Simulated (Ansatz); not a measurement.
What DFT gives for Bi

```xyz
1
Lattice="0.0000 2.5348 2.5348 2.5348 0.0000 2.5348 2.5348 2.5348 0.0000" Properties=species:S:1:pos:R:3 pbc="T T T"
Bi    0.0000    0.0000    0.0000
```

Method: r2SCAN, no spin polarisation; PAW, plane waves to 500 eV, 11×11×11 Γ-centred mesh, gaussian occupations (width 0.1888 eV) (Ansatz 0.2.0), atoms fixed.

Q: Metal or insulator?

A: It is a metal, with about 0.75 states/eV a cell as the mean within 0.25 eV of the Fermi level, mostly Bi p (94 %).

Q: Describe some of the short contacts.

A: Bi–Bi at 3.58 Å: least valence density 0.12 e/Å³ and ELF 0.25 there. These are pseudo-fields; inside the PAW spheres they differ from the all-electron ones.

Q: Is the cell too large or too small?

A: The pressure is -1.8 GPa (compression positive), so with the atoms held at these fractions the cell would first shrink.

Origin: a known structure type with other elements, at an estimated volume, so it need not be a known compound. Caveats: wide smearing.
